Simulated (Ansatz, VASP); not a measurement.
## Two plane-wave programs on Zr3B5

The input INCAR:

```
SYSTEM = Zr3B5
PREC     = Accurate       ! precision mode
ENCUT    = 600            ! plane-wave cutoff, eV
EDIFF    = 1E-6           ! SCF threshold, eV
ISMEAR   = 0              ! smearing method
SIGMA    = 0.1            ! smearing width, eV
LREAL    = .False.        ! projectors in reciprocal space
LASPH    = .True.         ! aspherical terms in the spheres
NELM     = 60             ! most SCF steps
ALGO     = Normal         ! electronic algorithm
ISIF     = 3              ! what is computed and relaxed
LWAVE    = .False.        ! write WAVECAR
LCHARG   = .False.        ! write CHGCAR
GGA      = PE             ! functional
IBRION   = 2              ! ionic algorithm
NSW      = 100            ! ionic steps
EDIFFG   = -0.01          ! ionic threshold
```

File KPOINTS:

```
Automatic mesh
0
Gamma
  8 8 8
  0 0 0
```

File POSCAR:

```
Zr3B5
1.0
    4.8010723598      0.0000000000      0.0000000000
    0.0000000000      4.8010723598      0.0000000000
    0.0000000000      0.0000000000      4.8010723598
Zr B
3 5
Direct
    0.5000000000      0.0000000000      0.0000000000
    0.0000000000      0.5000000000      0.0000000000
    0.0000000000      0.0000000000      0.5000000000
    0.0000000000      0.5000000000      0.5000000000
    0.5000000000      0.0000000000      0.5000000000
    0.5000000000      0.5000000000      0.0000000000
    0.5000000000      0.5000000000      0.5000000000
    0.0000000000      0.0000000000      0.0000000000
```

Input for Ansatz:

```yaml
crystal:
  lattice:
    - [4.8010723598, 0.0, 0.0]
    - [0.0, 4.8010723598, 0.0]
    - [0.0, 0.0, 4.8010723598]
  atoms:
    - { symbol: Zr, position: [0.5, 0.0, 0.0] }
    - { symbol: Zr, position: [0.0, 0.5, 0.0] }
    - { symbol: Zr, position: [0.0, 0.0, 0.5] }
    - { symbol: B, position: [0.0, 0.5, 0.5] }
    - { symbol: B, position: [0.5, 0.0, 0.5] }
    - { symbol: B, position: [0.5, 0.5, 0.0] }
    - { symbol: B, position: [0.5, 0.5, 0.5] }
    - { symbol: B, position: [0.0, 0.0, 0.0] }
basis:
  ecutwfc: 420
kpoints:
  mp_grid: { grid: [8, 8, 8] }
hamiltonian:
  xc: pbe
scf:
  occupations: { method: gaussian, width: 0.1 }
output:
  forces: true
  stress: true
  eigenvalues: true
relax:
  adjacent_minimum: "off"
  f_tol: 0.01
  max_steps: 80
  cell: { stress_tol: 0.05 }
```

Alike in both runs: task relaxation of cell and atoms; functional PBE; k mesh 8 × 8 × 8; occupations gaussian, width 0.1 eV; no spin polarisation.

|  | VASP | Ansatz |
| --- | --- | --- |
| version | VASP 6.6.1 | Ansatz 0.2.0 |
| potentials or method | VASP PAW PBE potentials, release 64 (Zr_sv, B) | scalar-relativistic, plane waves, PAW |
| plane-wave cutoff (eV) | 600 | 420 |
| valence electrons in the cell | 51 | 51 |

|  | VASP | Ansatz | Ansatz less VASP |
| --- | --- | --- | --- |
| gap on the k mesh at the Fermi level, each at its own relaxed structure (eV) | none | none | - |
| relaxed volume (Å³/atom) | 13.86 | 13.84 | -0.019 |
| relaxed cell length with the largest relative difference (Å) | 4.804 | 4.802 | -0.0022 |

A gap of «none» marks a metal or a gap that the smearing closes.
